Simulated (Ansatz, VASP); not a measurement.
# Cross-check of InAs between VASP and Ansatz, part 2 of 2

One calculation is typed for both programs; each brings its own data sets. How far apart do they land? The structure shown is the start of the Ansatz relaxation below; VASP solves that cell, so the two are compared at the walk's first step.

VASP 6.6.1 and Ansatz 0.2.0.

So far. Step 4 (Differences): The forces differ by 0.6 meV/Å r.m.s., which is 1.2 % of the r.m.s. force of 0.053 eV/Å (both taken over all components).

## Step 6: Ansatz: relaxation, PBEsol

Level of this step: Ansatz beside VASP: Kohn-Sham DFT, plane waves, PBEsol (Ansatz).

The two programs are compared at the cell with which this relaxation starts, whose forces are those of its first step. The cell compared in this pair holds 55.33 Å³, against 55.06 Å³ for the pair before.

The structure compared here is the start of the Ansatz relaxation; VASP solves that cell, so the two are compared at the walk's first step.

input.yaml

```yaml
crystal:
  lattice:
    - [-0.0465690698, 2.9988025902, 3.0768522284]
    - [2.9988025902, -0.0465690698, 3.0768522284]
    - [2.9522335204, 2.9522335204, 0.0]
  atoms:
    - { symbol: As, position: [0.7482133138, 0.7482133138, 0.7517866862] }
    - { symbol: In, position: [0.0017866862, 0.0017866862, -0.0017866862] }
  conventional_axes: [[0, 0, 1], [1, -1, 0], [1, 1, -1]]
kpoints:
  mp_grid: { grid: [12, 12, 12] }
hamiltonian:
  xc: pbesol
  pseudopotentials: { kind: paw, azcp: { folder: soft_1 }, xc_functional: pbe }
scf:
  occupations: { method: methfessel_paxton, width: 0.2 }
output:
  forces: true
  stress: true
  eigenvalues: true
relax:
  adjacent_minimum: "off"
  f_tol: 0.001
  max_steps: 60
  cell: { stress_tol: 0.01, fix: [a, angles] }
```

Launch:

```
$ ansatz run input.yaml --threads 4 --pin off --max-ram 10240MiB --backend cpu --events-out ev --progress --plain --runs-dir out
```

Numbers of over 12 decimals in the logs are rounded to 6 here.

Output:

```text
[...]
Crystal: 2 atoms, lattice volume = 55.326 Å³
Basis set: ecut = 420 eV, 1075 PW (Γ), exchange–correlation on 60×60×60 points (8 copies of the dense FFT grid, shifted against one another)
Bands: 18, of which v1, the nominal top of the filled ones, is band 14 counted from 1 (13 counted from 0)
Symmetry: 4 space group operations
[...]
k-points: 280 of 1728 (time reversal used)
[...]
k-point 279: bands = [... 10 lower, -2.4599, 1.4928, 5.0919, 5.4227, 8.9275, 9.7124, 16.3018, 16.5932]
--- Relaxed structure (4 steps of the walk, 4 accepted, 1 SCFs on fresh bases) ---
[...]
cell:  # Å, volume = 55.6304 Å³
    - [-0.047009, 2.999242, 3.092901]
    - [2.999242, -0.047009, 3.092901]
    - [2.9522335204, 2.9522335204, 0.0]
  atoms:
    - { symbol: As, position: [0.747334, 0.747334, 0.752666] }
    - { symbol: In, position: [0.00266563, 0.00266563, -0.00266563] }
[key lines of the parts left out:]
SCF converged after 6 iterations
Free energy (F): -10338.884561 eV
Fermi energy:    7.588999 eV
P = ⅓ Tr σ = 0.7565 GPa (7.565 kbar)
```

## Step 7: VASP: single point, PBEsol, start cell, pair 2

The same cell, functional, mesh and smearing now go to VASP, with its own data sets.

INCAR

```
SYSTEM = InAs
PREC = Accurate
ENCUT = 400
EDIFF = 1E-06
NELM = 120
ISMEAR = 1
SIGMA = 0.2
LREAL = .FALSE.
ALGO = Normal
GGA = PS
NBANDS = 15
LORBIT = 11
LWAVE = .FALSE.
LCHARG = .FALSE.
ISIF = 2
LASPH = .TRUE.
GGA_COMPAT = .FALSE.
KPAR = 2
```

POSCAR

```
InAs
1.0
   -0.0465690000      2.9988030000      3.0768520000
    2.9988030000     -0.0465690000      3.0768520000
    2.9522340000      2.9522340000      0.0000000000
As In
1 1
Direct
    0.7482134337      0.7482134337      0.7517862275
    0.0017867288      0.0017867288      0.9982132712
```

KPOINTS

```
Automatic mesh
0
Gamma
12 12 12
0 0 0
```

The projector-augmented-wave data sets are As and In_d (PBE family, release 64).

Launch:

```
$ mpirun -np 2 vasp_std
```

Output:

```text
[banner, memory and clock lines left out]
running    2 mpi-ranks, on    1 nodes
[...]
[... a notice as in an earlier step ...]

 LDA part: xc-table for (Slater+PW92), standard interpolation
 POSCAR, INCAR and KPOINTS ok, starting setup
[...]
entering main loop
       N       E                     dE             d eps       ncg     rms          rms(c)
DAV:   1     0.102899550320E+03    0.10290E+03   -0.72238E+03  8479   0.107E+03
DAV:   2    -0.200019006754E+01   -0.10490E+03   -0.10096E+03  9177   0.272E+02
DAV:   3    -0.860776679804E+01   -0.66076E+01   -0.65783E+01 10836   0.731E+01
DAV:   4    -0.876844543695E+01   -0.16068E+00   -0.16065E+00 10341   0.128E+01
[...]
DAV:  10    -0.847648664775E+01   -0.69496E-04   -0.13269E-04 12663   0.176E-01    0.659E-02
DAV:  11    -0.847650601792E+01   -0.19370E-04   -0.54608E-05  9996   0.111E-01    0.460E-02
DAV:  12    -0.847650552943E+01    0.48849E-06   -0.58215E-06  9672   0.294E-02
   1 F= -.84765055E+01 E0= -.84766549E+01  d E =0.448256E-03
```

OUTCAR, selected parts (step 7):

```text
  Total        0.5104119      0.5104119      0.1935297      0.4811652      0.0000000      0.0000000
  in kB       14.7809949     14.7809949      5.6044188     13.9340395      0.0000000      0.0000000
  external PRESSURE =      11.7221362 kB  Pullay stress =       0.0000000 kB

 POSITION                                       TOTAL-FORCE (eV/Angst)
 -----------------------------------------------------------------------------------
      4.42835      4.42835      4.60428        -0.000000     -0.000000     -0.088428
      2.95223      2.95223      0.01100         0.000000      0.000000      0.088428
 -----------------------------------------------------------------------------------
    total drift:                                0.000168      0.000168     -0.000344

  FREE ENERGIE OF THE ION-ELECTRON SYSTEM (eV)
  ---------------------------------------------------
  free  energy   TOTEN  =        -8.4765055294 eV

  energy  without entropy=       -8.4769537851  energy(sigma->0) =       -8.47665495

[... 1 part as in an earlier step ...]

[... 2 further parts left out ...]
[key lines of the parts left out:]
E-fermi :   4.4649
```

The run ends at a pressure of 1.17 GPa, with forces up to 0.088 eV/Å.

## Step 8: Comparison

What differs besides the data sets and the points named for the pairs above, as far as they apply: the data sets hold 28 valence electrons in Ansatz (on its PAW soft_1 files) and 18 in VASP. Total energies have different zeros and are not compared.

Forces (eV/Å; atoms numbered as in POSCAR):

```
atom        Ansatz x, y, z          VASP x, y, z
 As1  0.000, 0.000, -0.088  0.000, 0.000, -0.088
 In2   0.000, 0.000, 0.088   0.000, 0.000, 0.088
```

The forces differ by 0.5 meV/Å r.m.s., which is 1.0 % of the r.m.s. force of 0.051 eV/Å (both taken over all components).

## Step 9: Further runs

Further runs change the set-up of one program: Ansatz's method, potentials or start, or VASP's data sets, cutoff or form of LDA. The table gives that difference for each run.

```
                         run  r.m.s. force difference (meV/Å)
                    as above                              0.5
VASP with a cutoff of 500 eV (perhaps on Ansatz's relaxed cell)                             0.26
```

## Step 10: Ansatz: relaxation, PBEsol

The two programs are compared at the cell with which this relaxation starts, whose forces are those of its first step. The cell compared in this pair holds 55.82 Å³, against 55.33 Å³ for the pair before.

The structure compared here is the start of the Ansatz relaxation; VASP solves that cell, so the two are compared at the walk's first step.

input.yaml, the sections that differ from step 6:

```yaml
crystal:
  lattice:
    - [-0.0152176986, 3.0283220132, 3.0435397117]
    - [3.0283220132, -0.0152176986, 3.0435397117]
    - [3.0131043146, 3.0131043146, 0.0]
  atoms:
    - { symbol: As, position: [0.75, 0.75, 0.75] }
    - { symbol: In, position: [0.0, 0.0, 0.0] }
  conventional_axes: [[0, 0, 1], [1, -1, 0], [1, 1, -1]]
# kpoints, hamiltonian, scf, output, relax: as in step 6
```

Launch:

```
$ ansatz run input.yaml --threads 4 --pin off --max-ram 10240MiB --backend cpu --events-out ev --progress --plain --runs-dir out
```

Output:

```text
[...]
Crystal: 2 atoms, lattice volume = 55.822 Å³
Basis set: ecut = 420 eV, 1067 PW (Γ), exchange–correlation on 60×60×60 points (8 copies of the dense FFT grid, shifted against one another)
Bands: 18, of which v1, the nominal top of the filled ones, is band 14 counted from 1 (13 counted from 0)
Symmetry: 4 space group operations
[...]
k-points: 280 of 1728 (time reversal used)
[...]
k-point 279: bands = [... 10 lower, -2.5203, 1.4878, 5.0309, 5.1365, 8.8271, 9.3911, 16.2436, 16.4303]
--- Relaxed structure (4 steps of the walk, 4 accepted, 1 SCFs on fresh bases) ---
[...]
cell:  # Å, volume = 56.1480 Å³
    - [-0.015655, 3.028759, 3.060461]
    - [3.028759, -0.015655, 3.060461]
    - [3.0131043146, 3.0131043146, 0.0]
  atoms:
    - { symbol: As, position: [0.749110, 0.749110, 0.750890] }
    - { symbol: In, position: [0.000889684, 0.000889684, -0.000889684] }
[key lines of the parts left out:]
SCF converged after 7 iterations
Free energy (F): -10338.895114 eV
Fermi energy:    7.382461 eV
P = ⅓ Tr σ = 0.2426 GPa (2.426 kbar)
```

## Step 11: VASP: single point, PBEsol, start cell, pair 3

The same cell, functional, mesh and smearing now go to VASP, with its own data sets.

INCAR is that of step 7.

POSCAR

```
InAs
1.0
   -0.0152180000      3.0283220000      3.0435400000
    3.0283220000     -0.0152180000      3.0435400000
    3.0131040000      3.0131040000      0.0000000000
As In
1 1
Direct
    0.7500000000      0.7500000000      0.7500000000
    0.0000000000      0.0000000000      0.0000000000
```

KPOINTS is that of step 7.

Launch:

```
$ mpirun -np 2 vasp_std
```

Output:

```text
[... set-up lines as in an earlier step ...]
 entering main loop
       N       E                     dE             d eps       ncg     rms          rms(c)
DAV:   1     0.103548012847E+03    0.10355E+03   -0.72102E+03  8450   0.106E+03
DAV:   2    -0.197715714662E+01   -0.10553E+03   -0.10168E+03  9184   0.273E+02
DAV:   3    -0.861284191061E+01   -0.66357E+01   -0.65991E+01 10654   0.732E+01
DAV:   4    -0.877507868800E+01   -0.16224E+00   -0.16219E+00 10597   0.130E+01
[...]
DAV:  10    -0.848745495711E+01   -0.70563E-04   -0.12807E-04 12716   0.169E-01    0.655E-02
DAV:  11    -0.848747422870E+01   -0.19272E-04   -0.55082E-05  9779   0.109E-01    0.478E-02
DAV:  12    -0.848747401899E+01    0.20971E-06   -0.57190E-06  9645   0.282E-02
   1 F= -.84874740E+01 E0= -.84876177E+01  d E =0.431070E-03
```

From OUTCAR (step 11):

```text
  Total        0.2443028      0.2443028      0.1845711      0.2093401      0.0000000      0.0000000
  in kB        7.0119186      7.0119186      5.2975136      6.0084279      0.0000000      0.0000000
  external PRESSURE =       6.4404503 kB  Pullay stress =       0.0000000 kB

 POSITION                                       TOTAL-FORCE (eV/Angst)
 -----------------------------------------------------------------------------------
      4.51966      4.51966      4.56531        -0.000000     -0.000000     -0.080385
      0.00000      0.00000      0.00000         0.000000      0.000000      0.080385
 -----------------------------------------------------------------------------------
    total drift:                               -0.000000     -0.000000      0.000067

  FREE ENERGIE OF THE ION-ELECTRON SYSTEM (eV)
  ---------------------------------------------------
  free  energy   TOTEN  =        -8.4874740190 eV

  energy  without entropy=       -8.4879050890  energy(sigma->0) =       -8.48761771

[... 1 part as in an earlier step ...]

[... 2 further parts left out ...]
[key lines of the parts left out:]
E-fermi :   4.3186
```

The run ends at a pressure of 0.64 GPa, with forces up to 0.080 eV/Å.

## Step 12: Side by side

What differs besides the data sets and the points named for the pairs above, as far as they apply: the data sets hold 28 valence electrons in Ansatz (on its PAW soft_1 files) and 18 in VASP. Total energies have different zeros and are not compared.

Forces (eV/Å; atoms numbered as in POSCAR):

```
atom        Ansatz x, y, z          VASP x, y, z
 As1  0.000, 0.000, -0.080  0.000, 0.000, -0.080
 In2   0.000, 0.000, 0.080   0.000, 0.000, 0.080
```

The forces differ by 0.3 meV/Å r.m.s., which is 0.7 % of the r.m.s. force of 0.046 eV/Å (both taken over all components).

## Step 13: Further runs

Further runs change the set-up of one program: Ansatz's method, potentials or start, or VASP's data sets, cutoff or form of LDA. The table gives that difference for each run.

```
                         run  r.m.s. force difference (meV/Å)
                    as above                             0.31
VASP with a cutoff of 500 eV (perhaps on Ansatz's relaxed cell)                             0.12
```

## Step 14: Outcome

- r.m.s. force difference (single point, PBEsol, start cell, pair 1): 0.63 meV/Å
- r.m.s. force difference (single point, PBEsol, start cell, pair 2): 0.5 meV/Å
- r.m.s. force difference (single point, PBEsol, start cell, pair 3): 0.31 meV/Å

What this shows: The r.m.s. force difference is 0.63 meV/Å (single point, PBEsol, start cell, pair 1), within the 12 meV/Å picked in this series as the mark of a large difference. The data sets hold unlike numbers of valence electrons (28 in Ansatz and 18 in VASP), so part of the differences comes from the potentials. Single point, PBEsol, start cell, pair 1, VASP with a cutoff of 500 eV (perhaps on Ansatz's relaxed cell): r.m.s. force difference goes from 0.63 to 0.33 meV/Å. Single point, PBEsol, start cell, pair 2, VASP with a cutoff of 500 eV (perhaps on Ansatz's relaxed cell): r.m.s. force difference goes from 0.5 to 0.26 meV/Å. Single point, PBEsol, start cell, pair 3, VASP with a cutoff of 500 eV (perhaps on Ansatz's relaxed cell): r.m.s. force difference goes from 0.31 to 0.12 meV/Å. 7 further runs of this series are not shown here. How closely two codes agree says nothing of how well the functional describes the real material.

[Lines on the potential files, build, host, timing and source positions are cut from VASP's logs without a mark.]

[Logs are printed without paths, hosts, clocks, repeated set-up lines and the standing remarks that a program may print on its own settings, such as how far it seeks lower states.]

[Hosts, paths, dates, database ids (printed as entryN), source tags and the programs' standing remarks are cut or masked in the printed files.]

[Rows of further runs with another cutoff or data set may stand on the cell that Ansatz relaxed, not on the start cell of the pair above them.]
